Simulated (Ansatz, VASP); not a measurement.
Given: the input of a run of VASP 6.6.1 on Ga.

The input INCAR:

```
SYSTEM = Ga
PREC = Accurate
ENCUT = 520
EDIFF = 1E-7
ISMEAR = -1
SIGMA = 0.05
LREAL = .False.
LASPH = .True.
NELM = 60
ALGO = Normal
ISIF = 2
LWAVE = .False.
LCHARG = .False.
GGA = PS
NBANDS = 20
```

KPOINTS

```
Automatic mesh
0
Gamma
  10 10 8
  0 0 0
```

File POSCAR:

```
Ga
1.0
    1.4596029289     -4.0919213144      0.0000000000
    1.4596029289      4.0919213144      0.0000000000
    0.0000000000      0.0000000000      3.1909939893
Ga
2
Direct
    0.1330000000      0.8670000000      0.7500000000
    0.8670000000      0.1330000000      0.2500000000
```

Potentials or basis: VASP PAW PBE potentials, release 64 (Ga_d).

Command:

```sh
$ cat potpaw_PBE.64/Ga_d/POTCAR > POTCAR
$ mpirun -np 1 vasp_std > vasp.out
```

Problem. Translate it to Ansatz 0.2.0. Potentials there: Ansatz PAW.

Solution. As run (the cutoff follows the program's own potentials):

The input input.yaml:

```yaml
crystal:
  lattice:
    - [1.4596029289, -4.0919213144, 0.0]
    - [1.4596029289, 4.0919213144, 0.0]
    - [0.0, 0.0, 3.1909939893]
  atoms:
    - { symbol: Ga, position: [0.133, 0.867, 0.75] }
    - { symbol: Ga, position: [0.867, 0.133, 0.25] }
hamiltonian:
  xc: pbesol
  pseudopotentials: { kind: paw }
kpoints:
  mp_grid: { grid: [10, 10, 8] }
scf:
  occupations: { method: fermi_dirac, width: 0.05 }
output:
  forces: true
  stress: true
  eigenvalues: true
```

Potentials or basis: Ansatz PAW.

Run with:

```sh
$ ansatz run input.yaml --threads 1 --pin off --max-ram 3584MiB --backend cpu --events-out ev --progress --plain --runs-dir out
```

Both were run:

|  | VASP | Ansatz | Ansatz less VASP |
| --- | --- | --- | --- |
| gap on the k mesh at the Fermi level (eV) | none | none | - |
| pressure (GPa) | -2.9 | -3.1 | -0.11 |
| largest component of the traceless stress (GPa) | 1.36 | 1.37 | +0.001 |
| rms of the force components (eV/Å) | 0.117 | 0.117 | +0.0005 |

Atom by atom the forces differ by 0.001 eV/Å (rms over components). A gap of «none» marks a metal or a gap that the smearing closes. The functional is the same, so the differences come from potentials, cutoffs and numerics.

Caveats: the PAW data sets were made with another functional, which shifts forces and pressure a little (VASP); the PAW data sets come from PBE, with cores solved anew for the run's functional, which leaves a small shift of forces and pressure (Ansatz).
